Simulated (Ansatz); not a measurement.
Runs of Ansatz 0.2.0 on Au. It takes space group Cmcm (No. 63, orthorhombic). Conventional cell: a = 2.823 Å, b = 5.112 Å, c = 4.893 Å, α = 90.00°, β = 90.00°, γ = 90.00°. Au (site symmetry m2m) has 12 Au at 2.82 to 2.97 Å as nearest neighbours. This isn't the form of Au at room conditions, which is fcc.

```csv
task,potentials or basis,spin,cell,k mesh,cutoff (eV),pressure (GPa),largest force (eV/Å)
single point,"all-electron LAPW, scalar-relativistic",off,strain_z_fixed_volume = 0,11 × 11 × 6,261,-5.3,0.02
relaxation of cell and atoms,"all-electron LAPW, scalar-relativistic",off,relaxed to 10 GPa,11 × 11 × 6,-,10.0,-
relaxation of cell and atoms,"all-electron LAPW, scalar-relativistic",off,relaxed to 30 GPa,11 × 11 × 6,-,30.0,-
band structure,"all-electron LAPW, relativistic spinors","SOC, no magnetisation",as given,8 × 8 × 4,261,-6.3,0.01
relaxation of cell and atoms,"all-electron LAPW, scalar-relativistic",off,relaxed to 5 GPa,11 × 11 × 6,-,5.0,-
relaxation of cell and atoms,"all-electron LAPW, scalar-relativistic",off,relaxed to 20 GPa,11 × 11 × 6,-,20.0,-
relaxation of cell and atoms,"all-electron LAPW, scalar-relativistic",off,relaxed,11 × 11 × 6,-,0.0,-
band structure,"all-electron LAPW, scalar-relativistic",off,as given,8 × 8 × 4,261,(a),0.01
```

Alike in all rows: level PBEsol; smearing fermi-dirac 0.05 eV; basis error allowed 0.001 eV/atom.

Problem. Fill in the values left out.

Solution. (a) -4.8.

Caveats: the k mesh is thin for a metal, which can move the energy by tens of meV per atom (some runs).
